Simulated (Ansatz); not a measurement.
# Al (P6_3/mmc) in Ansatz: a series of runs

The runs below take Al through relaxation of cell and atoms, with PBEsol.

Program: Ansatz 0.2.0. These are calculated values, not measurements. Logs are shortened: lines on timing, memory, paths and dates and some standing lists are left out, and cuts for length are marked.

### 1 The crystal as given

Symmetry: P6_3/mmc, No. 194, hexagonal system. The conventional cell has a = 2.812 Å, b = 2.812 Å, c = 4.867 Å, α = 90.00°, β = 90.00°, γ = 120.00°. Al (site symmetry -6m2) has 12 Al at 2.81 to 2.93 Å as nearest neighbours.

This isn't the form of Al at room conditions, which is fcc.

### 2 Relaxation of cell and atoms, PBEsol, target pressure 10 GPa, at which the enthalpy is minimised

Contents of input.yaml:

```yaml
crystal:
  lattice:
    - [2.8124553515, 0.0, 0.0]
    - [-1.4062276757, 2.4356577814, 0.0]
    - [0.0, 0.0, 4.86685]
  atoms:
    - { symbol: Al, position: [0.3333333333, 0.6666666667, 0.25] }
    - { symbol: Al, position: [0.6666666667, 0.3333333333, 0.75] }
hamiltonian:
  xc: pbesol
  pseudopotentials: { kind: paw }
kpoints:
  mp_grid: { grid: [11, 11, 6] }
scf:
  occupations: { method: fermi_dirac, width: 0.05 }
output:
  forces: true
  stress: true
  eigenvalues: true
  write_density: true
  write_potential: true
  elf: true
  volumetric_format: npy
relax:
  f_tol: 0.01
  max_steps: 40
  cell: { stress_tol: 0.05, p_target: 10.0 }
```

Potentials or basis: Ansatz PAW.

Started as:

```console
ansatz run input.yaml --threads 2 --pin off --max-ram 5632MiB --backend cpu --events-out ev --progress --plain --runs-dir out
```

Log:

```text
Warning: RAYON_NUM_THREADS=2 ignored (pool sized by the plan → 2); use --threads N
Engine: ansatz 0.2.0, x86_64-unknown-linux-gnu
Pseudopotentials: kind: paw
Pseudopotential: Al, paw, valence charge 3, recommended cutoff 420 eV (normal), Al.paw.azcp
Functional definition: PBEsol
  exchange = pbesol_x
  correlation = pbesol_c
Crystal: 2 atoms, lattice volume = 33.339 Å³
Basis set: ecut = 420 eV, 665 PW (Γ), exchange–correlation on 40×40×72 points (8 copies of the dense FFT grid, shifted against one another)
Bands: 7, of which v1, the nominal top of the filled ones, is band 3 counted from 1 (2 counted from 0)
Symmetry: 24 space group operations
Space group: P63/mmc (ITA 194), of the structure as read, at distance tolerance 3.2e-5 Å
k-points: 64 of 726
Non-local potential: Al, projectors of the file, l = 0: 2, l = 1: 2, l = 2: 1
PAW form: soft (Blöchl's): semilocal exchange-correlation on the pseudo side does not see the compensation charge
PAW frozen core: Al, regenerated for the run's functional, and the local potential with it (the file was generated under x = pbe(κ = 0.804, μ = 0.2195149727645171), c = pbe(β = 0.06672455060314922))
PAW one-centre angular grid: Al, 110 points (default); XC on 64 Gauss nodes
Initial density: superposition of atomic densities (neutral atoms: chi_scale 0, normalization atom), corrected by the library's trained network
Initial wavefunctions: pseudopotential atomic-orbital guess
Functional: x = pbesol(κ = 0.804, μ = 0.12345679012345678), c = pbesol(β = 0.046)
SCF iter   1: F=—  HF=-1049.035630 eV  |F-HF|=—  |Δ(HF+E_count)|=         —  Δρ=1.71e-3  dr2=1.06e-3  ethr=1.77e-3  ⟨swp⟩=5.5  Hψ=3795  notcnv=0
preconditioner: auto → none  [insulator: Δε(μ)=0.209 eV  Ē_g=8.966 eV  σ=0.050 eV  W_gap=0.74  n_scr=2 (ndim 8)  ℏωp=15.8 eV  f_vac=0.000  D(μ)=0.49/eV (n_scr^D=2)  ε∞_Penn≈4.1]
SCF iter   2: F=—  HF=-1049.035440 eV  |F-HF|=—  |Δ(HF+E_count)|=   1.90e-4  Δρ=7.01e-4  dr2=1.58e-4  ethr=1.76e-5  ⟨swp⟩=1.3  Hψ=986  notcnv=0
SCF iter   3: F=—  HF=-1049.035406 eV  |F-HF|=—  |Δ(HF+E_count)|=   3.39e-5  Δρ=5.88e-5  dr2=4.59e-7  ethr=2.64e-6  ⟨swp⟩=1.5  Hψ=515  notcnv=0
SCF iter   4: F=—  HF=-1049.035425 eV  |F-HF|=—  |Δ(HF+E_count)|=   1.87e-5  Δρ=6.58e-6  dr2=8.26e-9  ethr=7.64e-9  ⟨swp⟩=1.9  Hψ=559  notcnv=0
iter 5 did not close the SCF: its close was put off for the readings that it lacked (scf_convergence_deferred on its scf_iter line)
SCF iter   5: F=-1049.035425 eV  HF=-1049.035425 eV  |F-HF|=1.91e-11  |Δ(HF+E_count)|=   2.12e-9  Δρ=4.19e-7  dr2=5.52e-11  ethr=1.38e-10  ⟨swp⟩=1.5  Hψ=530  notcnv=0
SCF iter   6: F=-1049.035425 eV  HF=-1049.035425 eV  |F-HF|=0.00e0  |Δ(HF+E_count)|=  1.07e-11  Δρ=3.69e-8  dr2=3.59e-13  ethr=1.00e-12  ⟨swp⟩=3.6  Hψ=1969  notcnv=0
SCF 1 converged in 6 iterations: F = -1049.035425 eV  dr2 = 3.59e-13
relax step   1: F+E_penalty+E_count = -1049.03542500 eV  Δ(F+E_penalty+E_count) = +0.000e0 eV  max|allowed force component| = 1.214e-17 eV/Å  Δτ_max = 0.0000 Å  P = -1.335 GPa  Ω = 33.339 Å³  (6 SCF iters, accepted)
Crystal: 2 atoms, lattice volume = 30.052 Å³
Basis set: ecut = 420 eV, 585 PW (Γ), exchange–correlation on 40×40×72 points (8 copies of the dense FFT grid, shifted against one another)
Initial density: handed on by an earlier stage of this run
Initial wavefunctions: those handed on with the density
iter 1 solved again at ethr=4.89e-5 eV; its pass at ethr=3.10e-3 eV (dr2=2.93e-3 eV) is discarded
SCF iter   1: F=—  HF=-1048.994851 eV  |F-HF|=—  |Δ(HF+E_count)|=         —  Δρ=3.06e-3  dr2=2.99e-3  ethr=4.89e-5  ⟨swp⟩=1.0  Hψ=4471  notcnv=0
preconditioner: auto → none  [insulator: Δε(μ)=0.123 eV  Ē_g=9.573 eV  σ=0.050 eV  W_gap=0.52  n_scr=2 (ndim 8)  ℏωp=16.6 eV  f_vac=0.000  D(μ)=0.60/eV (n_scr^D=2)  ε∞_Penn≈4.0]
SCF iter   2: F=—  HF=-1048.992275 eV  |F-HF|=—  |Δ(HF+E_count)|=   2.58e-3  Δρ=1.40e-3  dr2=6.12e-4  ethr=4.89e-5  ⟨swp⟩=1.0  Hψ=450  notcnv=0
SCF iter   3: F=—  HF=-1048.991517 eV  |F-HF|=—  |Δ(HF+E_count)|=   7.57e-4  Δρ=3.44e-5  dr2=2.76e-7  ethr=1.02e-5  ⟨swp⟩=1.2  Hψ=477  notcnv=0
SCF iter   4: F=—  HF=-1048.991502 eV  |F-HF|=—  |Δ(HF+E_count)|=   1.51e-5  Δρ=2.44e-6  dr2=7.27e-10  ethr=3.33e-9  ⟨swp⟩=8.3  Hψ=3067  notcnv=0
SCF iter   5: F=-1048.991502 eV  HF=-1048.991502 eV  |F-HF|=1.18e-11  |Δ(HF+E_count)|=   1.49e-9  Δρ=3.44e-7  dr2=2.10e-11  ethr=1.21e-11  ⟨swp⟩=3.9  Hψ=1686  notcnv=0
SCF 2 converged in 5 iterations: F = -1048.991502 eV  dr2 = 2.10e-11
relax step   2: F+E_penalty+E_count = -1048.99150210 eV  Δ(F+E_penalty+E_count) = +4.392e-2 eV  max|allowed force component| = 1.388e-17 eV/Å  Δτ_max = 0.0000 Å  P = +8.093 GPa  Ω = 30.052 Å³  energy of the carried Pulay correction = +1.246e-3 eV  (5 SCF iters, dr2 threshold 2.00e-7 eV, accepted)
Crystal: 2 atoms, lattice volume = 29.153 Å³
Basis set: ecut = 420 eV, 573 PW (Γ), exchange–correlation on 40×40×72 points (8 copies of the dense FFT grid, shifted against one another)
iter 1 solved again at ethr=3.81e-5 eV; its pass at ethr=3.10e-3 eV (dr2=2.29e-3 eV) is discarded
[... 24 lines left out ...]
SCF 5 converged in 3 iterations: F = -1048.970987 eV  dr2 = 1.35e-10
relax step   5: F+E_penalty+E_count = -1048.97098735 eV  Δ(F+E_penalty+E_count) = +5.623e-4 eV  max|allowed force component| = 9.252e-18 eV/Å  Δτ_max = 0.0000 Å  P = +9.986 GPa  Ω = 29.536 Å³  energy of the carried Pulay correction = +1.438e-3 eV  (3 SCF iters, dr2 threshold 4.87e-8 eV, accepted)
Crystal: 2 atoms, lattice volume = 29.532 Å³
iter 1 solved again at ethr=1.15e-9 eV; its pass at ethr=3.10e-3 eV (dr2=6.90e-8 eV) is discarded
SCF iter   1: F=—  HF=-1048.970770 eV  |F-HF|=—  |Δ(HF+E_count)|=         —  Δρ=1.40e-5  dr2=6.85e-8  ethr=1.15e-9  ⟨swp⟩=2.4  Hψ=4116  notcnv=0
SCF iter   2: F=—  HF=-1048.970753 eV  |F-HF|=—  |Δ(HF+E_count)|=   1.67e-5  Δρ=5.46e-6  dr2=1.03e-8  ethr=1.14e-9  ⟨swp⟩=2.0  Hψ=640  notcnv=0
SCF iter   3: F=-1048.970753 eV  HF=-1048.970753 eV  |F-HF|=1.89e-11  |Δ(HF+E_count)|=   4.91e-9  Δρ=2.72e-7  dr2=2.09e-11  ethr=1.15e-10  ⟨swp⟩=5.8  Hψ=1584  notcnv=0
SCF 6 converged in 3 iterations: F = -1048.970753 eV  dr2 = 2.09e-11
relax step   6: F+E_penalty+E_count = -1048.97075310 eV  Δ(F+E_penalty+E_count) = +2.343e-4 eV  max|allowed force component| = 4.626e-18 eV/Å  Δτ_max = 0.0000 Å  P = +10.001 GPa  Ω = 29.532 Å³  energy of the carried Pulay correction = +1.439e-3 eV  (3 SCF iters, dr2 threshold 6.89e-9 eV, accepted)
Basis set: ecut = 420 eV, 573 PW (Γ), exchange–correlation on 40×40×64 points (8 copies of the dense FFT grid, shifted against one another)
Initial wavefunctions: pseudopotential atomic-orbital guess (no wavefunctions were taken with the density)
iter 1 solved again at ethr=2.83e-9 eV; its pass at ethr=3.10e-3 eV (dr2=1.70e-7 eV) is discarded
SCF iter   1: F=—  HF=-1048.970095 eV  |F-HF|=—  |Δ(HF+E_count)|=         —  Δρ=5.92e-5  dr2=9.31e-8  ethr=2.83e-9  ⟨swp⟩=3.2  Hψ=5237  notcnv=0
SCF iter   2: F=—  HF=-1048.970102 eV  |F-HF|=—  |Δ(HF+E_count)|=   6.84e-6  Δρ=2.96e-5  dr2=2.29e-8  ethr=1.55e-9  ⟨swp⟩=2.5  Hψ=654  notcnv=0
SCF iter   3: F=—  HF=-1048.970102 eV  |F-HF|=—  |Δ(HF+E_count)|=   5.76e-8  Δρ=1.19e-6  dr2=2.69e-10  ethr=3.82e-10  ⟨swp⟩=2.0  Hψ=640  notcnv=0
SCF iter   4: F=—  HF=-1048.970102 eV  |F-HF|=—  |Δ(HF+E_count)|=    0.00e0  Δρ=4.40e-7  dr2=3.60e-11  ethr=1.00e-12  ⟨swp⟩=4.9  Hψ=1601  notcnv=0
SCF iter   5: F=-1048.970102 eV  HF=-1048.970102 eV  |F-HF|=2.27e-13  |Δ(HF+E_count)|=  6.82e-13  Δρ=3.65e-8  dr2=3.42e-13  ethr=1.00e-12  ⟨swp⟩=4.3  Hψ=1261  notcnv=0
SCF 7 converged in 5 iterations: F = -1048.970102 eV  dr2 = 3.42e-13
relax step   7: F+E_penalty+E_count = -1048.97010205 eV  Δ(F+E_penalty+E_count) = +6.510e-4 eV  max|allowed force component| = 4.626e-18 eV/Å  Δτ_max = 0.0000 Å  P = +9.945 GPa  Ω = 29.532 Å³  stress off target by 5.60e-2 GPa  SCF on the basis re-selected at this cell (its energy is not comparable with the rows above)  (5 SCF iters)
basis re-selected at this cell: Δ(F+E_penalty+E_count) = +6.510e-4 eV, ΔP = -0.056 GPa vs the last step (what re-selecting the basis moved, of the pressure what is left beyond the Pulay correction that the steps carried, after the strain that the cell walked since its last selection, with what the two solves' SCF thresholds leave and, on support functions, any second-order correction that the steps lacked; it is no measure of the basis error at this ecutwfc). The dense FFT grid was sized anew with the basis: this SCF ran on 20×20×32 points, the steps before it on 20×20×36, so part of this shift can come from that change (see relax.cell in the input reference). This SCF's stress stands 5.60e-2 GPa from its target on what of the cell is left free (relax.cell.stress_tol is 5.00e-2 GPa) and its largest allowed force component is 4.63e-18 eV/Å (relax.f_tol is 1.00e-2 eV/Å): not within both, so this SCF does not close the relaxation
Crystal: 2 atoms, lattice volume = 29.519 Å³
iter 1 solved again at ethr=7.46e-10 eV; its pass at ethr=3.10e-3 eV (dr2=4.48e-8 eV) is discarded
SCF iter   1: F=—  HF=-1048.969275 eV  |F-HF|=—  |Δ(HF+E_count)|=         —  Δρ=1.34e-5  dr2=5.21e-8  ethr=7.46e-10  ⟨swp⟩=2.2  Hψ=4182  notcnv=0
preconditioner: auto → none  [metal: Δε(μ)=0.074 eV  Ē_g=9.657 eV  σ=0.050 eV  W_gap=0.34  n_scr=2 (ndim 8)  ℏωp=16.7 eV  f_vac=0.000  D(μ)=0.58/eV (n_scr^D=2)]
SCF iter   2: F=—  HF=-1048.969282 eV  |F-HF|=—  |Δ(HF+E_count)|=   6.70e-6  Δρ=6.86e-6  dr2=1.35e-8  ethr=7.46e-10  ⟨swp⟩=2.1  Hψ=640  notcnv=0
SCF iter   3: F=-1048.969282 eV  HF=-1048.969282 eV  |F-HF|=5.71e-11  |Δ(HF+E_count)|=   1.73e-8  Δρ=9.91e-7  dr2=2.50e-10  ethr=1.30e-10  ⟨swp⟩=5.6  Hψ=1538  notcnv=0
SCF 8 converged in 3 iterations: F = -1048.969282 eV  dr2 = 2.50e-10
relax step   8: F+E_penalty+E_count = -1048.96928202 eV  Δ(F+E_penalty+E_count) = +8.200e-4 eV  max|allowed force component| = 6.072e-18 eV/Å  Δτ_max = 0.0000 Å  P = +9.999 GPa  Ω = 29.519 Å³  energy of the carried Pulay correction = +5.478e-6 eV  (3 SCF iters, dr2 threshold 7.83e-9 eV, accepted)
iter 1 solved again at ethr=1.65e-9 eV; its pass at ethr=3.10e-3 eV (dr2=9.91e-8 eV) is discarded
SCF iter   1: F=—  HF=-1048.969268 eV  |F-HF|=—  |Δ(HF+E_count)|=         —  Δρ=2.68e-6  dr2=1.48e-9  ethr=1.65e-9  ⟨swp⟩=3.3  Hψ=5262  notcnv=0
SCF iter   2: F=—  HF=-1048.969275 eV  |F-HF|=—  |Δ(HF+E_count)|=   6.76e-6  Δρ=5.05e-7  dr2=3.89e-11  ethr=2.46e-11  ⟨swp⟩=2.2  Hψ=689  notcnv=0
SCF iter   3: F=-1048.969275 eV  HF=-1048.969275 eV  |F-HF|=4.55e-13  |Δ(HF+E_count)|=  1.14e-12  Δρ=2.83e-7  dr2=1.03e-11  ethr=1.00e-12  ⟨swp⟩=4.9  Hψ=1766  notcnv=0
SCF 9 converged in 3 iterations: F = -1048.969275 eV  dr2 = 1.03e-11
relax step   9: F+E_penalty+E_count = -1048.96927506 eV  Δ(F+E_penalty+E_count) = +6.963e-6 eV  max|allowed force component| = 6.361e-18 eV/Å  Δτ_max = 0.0000 Å  P = +9.999 GPa  Ω = 29.519 Å³  stress off target by 1.21e-3 GPa  SCF on the basis re-selected at this cell (its energy is not comparable with the rows above)  (3 SCF iters)
basis re-selected at this cell: Δ(F+E_penalty+E_count) = +6.963e-6 eV, ΔP = -0.000 GPa vs the last step (what re-selecting the basis moved, of the pressure what is left beyond the Pulay correction that the steps carried, after the strain that the cell walked since its last selection, with what the two solves' SCF thresholds leave and, on support functions, any second-order correction that the steps lacked; it is no measure of the basis error at this ecutwfc). This SCF's stress stands 1.21e-3 GPa from its target on what of the cell is left free (relax.cell.stress_tol is 5.00e-2 GPa) and its largest allowed force component is 6.36e-18 eV/Å (relax.f_tol is 1.00e-2 eV/Å): within both
SCF converged after 3 iterations
Free energy (F): -1048.969275 eV
Harris-Foulkes:  -1048.969275 eV  (|F-HF|=4.55e-13)
Internal energy: -1048.964567 eV  (E = F + TS)
E sigma→0 (E₀):  -1048.966921 eV
Entropy (-TS):   -0.004708 eV (-2.354 meV/atom)
Fermi energy:    9.122525 eV
--- Per-component energies (eV) ---
  E_band       = 26.150984
  E_kinetic    = 49.155674
  E_local      = 22.920202  (includes V_loc(G=0)·N_el)
  E_nonlocal   = 21.438317
  E_hartree    = 0.253146
  E_xc         = -80.347153
  E_vxc        = -60.266107  (∫ρ·V_xc dr)
  E_paw        = -909.835402  (= ΣΔE_a)
  E_vpaw       = -7.603391  (= ΣTr[D̂ρ^β])
  E_aug_tail   = -0.000005  (compensation charges beyond the density's cutoff)
  E_ewald      = -152.587625
  E_core_change = 0.038278  (= ΣΔE_core)
  E_smearing   = -0.004708  (= −TS)
  E_closure    = -0.000000  (closes the sum)
  Σ components = -1048.969275   (vs F -1048.969275, Δ=0.00e0)
--- Forces (eV/Å), atoms counted from 1 ---
  atom   1  Al     0.00000000    -0.00000000     0.00000000
  atom   2  Al    -0.00000000     0.00000000     0.00000000
  max |Σ_I F_I| component: 1.16e-18 eV/Å
--- Stress (GPa, compression-positive) ---
        9.998786       0.000000       0.000000
        0.000000       9.998786       0.000000
        0.000000      -0.000000       9.999318
  P = ⅓ Tr σ = 9.9990 GPa (99.990 kbar)
--- Band table (eV; the first three rows and the last of 64) ---
  k-point 0: bands = ["-2.8243", "3.9862", "4.4086", "20.7655", "20.7655", "20.7752", "20.7752"]
  k-point 1: bands = ["-2.6244", "2.0797", "6.6611", "19.2987", "20.8986", "20.8986", "20.9282"]
  k-point 2: bands = ["-2.0266", "0.3368", "9.4397", "15.8725", "21.2710", "21.2710", "21.3429"]
  k-point 63: bands = ["6.1229", "6.1229", "7.0563", "7.0563", "9.1981", "9.1981", "19.6506"]
--- Relaxed structure (7 steps of the walk, 7 accepted, 2 SCFs on fresh bases) ---
  F+E_penalty+E_count = -1048.96927506 eV   max|allowed force component| = 6.361e-18 eV/Å   (the final SCF, on the basis selected at the relaxed cell)
  cell:  # Å, volume = 29.5192 Å³
    - [2.742907179401342, -2.8153632644185104e-11, -5.011684007628706e-29]
    - [-1.3714535896762892, 2.3754272975983595, 4.228640215410732e-18]
    - [1.164926387210438e-33, 8.449527593480123e-18, 4.5305610685251985]
  atoms:
    - { symbol: Al, position: [0.33333333333333337, 0.6666666666666666, 0.24999999999999997] }
    - { symbol: Al, position: [0.6666666666666667, 0.33333333333333337, 0.75] }
```

Wall time 5.7 s (2 threads of AMD EPYC 7R43 (Zen 3), shared host); peak memory 0.35 GiB.

Results:

```yaml
Free_energy: -1048.9693 eV
Relaxed_volume: 14.76 Å³/atom
Relaxed_cell: a = 2.743 Å, b = 2.743 Å, c = 4.531 Å, α = 90.00°, β = 90.00°, γ = 120.00°
Space_group_after_relaxing_to_0.05_Å: P6_3/mmc (No. 194)
Energy_change_on_relaxing_the_enthalpy_is_what_falls: +33.1 meV/atom
Ionic_steps: 9
Pressure_after_relaxing: 10.0 GPa
Band_gap_on_the_k_mesh: none (metal or under the smearing width)
```

The path:
```
step  energy change (eV)  largest force (eV/Å)  volume (Å³)
   1              0.0000                0.0000        33.34
   2              0.0439                0.0000        30.05
   3              0.0929                0.0000        29.15
   4              0.0639                0.0000        29.55
   5              0.0644                0.0000        29.54
   6              0.0647                0.0000        29.53
   7              0.0653                0.0000        29.53
   8              0.0661                0.0000        29.52
   9              0.0662                0.0000        29.52
```

Final structure:
```yaml
crystal:
  lattice:
    - [2.74291, 0.00000, 0.00000]
    - [-1.37145, 2.37543, 0.00000]
    - [0.00000, 0.00000, 4.53056]
  atoms:
    - { symbol: Al, position: [0.33333, 0.66667, 0.25000] }
    - { symbol: Al, position: [0.66667, 0.33333, 0.75000] }
```

Levels at points of the mesh, in eV from the Fermi level:
| k point | band 1 | band 2 | band 3 | band 4 | band 5 | band 6 |
| --- | --- | --- | --- | --- | --- | --- |
| (0.00, 0.00, 0.00) | -11.95 | -5.14 | -4.71 | 11.64 | 11.64 | 11.65 |
| (0.00, 0.00, -0.50) | -10.16 | -10.16 | 3.40 | 3.40 | 12.52 | 12.52 |

Caveat: the plane-wave basis is chosen anew once the cell has moved, so the energies of steps on either side of that aren't comparable; the PAW data sets come from PBE, with cores solved anew for the run's functional, which leaves a small shift of forces and pressure.

### 3 Relaxation of cell and atoms, PBEsol, target pressure 20 GPa, at which the enthalpy is minimised

input.yaml, as its differences from that of step 2:

```diff
@@ -19,6 +19,2 @@
   eigenvalues: true
-  write_density: true
-  write_potential: true
-  elf: true
-  volumetric_format: npy
 relax:
@@ -26,2 +22,2 @@
   max_steps: 40
-  cell: { stress_tol: 0.05, p_target: 10.0 }
+  cell: { stress_tol: 0.05, p_target: 20.0 }
```

Potentials or basis: Ansatz PAW.

Started as:

```console
ansatz run input.yaml --threads 2 --pin off --max-ram 5632MiB --backend cpu --events-out ev --progress --plain --runs-dir out
```

Run time: 4.6 s. Hardware: 2 threads of AMD EPYC 7R43 (Zen 3), shared host; peak memory 0.35 GiB.

Results (log left out):

```
Free energy                                            : -1048.7798 eV
Relaxed volume                                         : 13.73 Å³/atom
Relaxed cell                                           : a = 2.681 Å, b = 2.681 Å, c = 4.412 Å, α = 90.00°, β = 90.00°, γ = 120.00°
Space group after relaxing (to 0.05 Å)                 : P6_3/mmc (No. 194)
Energy change on relaxing (the enthalpy is what falls) : +127.8 meV/atom
Ionic steps                                            : 8
Pressure after relaxing                                : 20.0 GPa
Band gap on the k mesh                                 : none (metal or under the smearing width)
```

Step by step:
```
step  energy change (eV)  largest force (eV/Å)  volume (Å³)
   1              0.0000                0.0000        33.34
   2              0.0803                0.0000        29.53
   3              0.2966                0.0000        27.14
   4              0.2506                0.0000        27.49
   5              0.2533                0.0000        27.47
   6              0.2540                0.0000        27.47
   7              0.2556                0.0000        27.46
   8              0.2556                0.0000        27.46
```

Final structure:
```xyz
2
Lattice="2.6808 0.0000 0.0000 -1.3404 2.3217 0.0000 0.0000 0.0000 4.4118" Properties=species:S:1:pos:R:3 pbc="T T T"
Al    0.0000    1.5478    1.1030
Al    1.3404    0.7739    3.3089
```

Levels at points of the mesh, in eV from the Fermi level:
```csv
k point,band 1,band 2,band 3,band 4,band 5,band 6,band 7
"(0.00, 0.00, 0.00)",-12.49,-5.43,-4.79,12.01,12.01,12.21,12.21
"(0.00, 0.00, -0.50)",-10.61,-10.61,3.62,3.62,12.88,12.88,12.88
```

Caveat: the volume moved by over 15 % at a fixed basis, so the end points are rough; the plane-wave basis is chosen anew once the cell has moved, so the energies of steps on either side of that aren't comparable; the PAW data sets come from PBE, with cores solved anew for the run's functional, which leaves a small shift of forces and pressure.

[end of part 1 of 2]
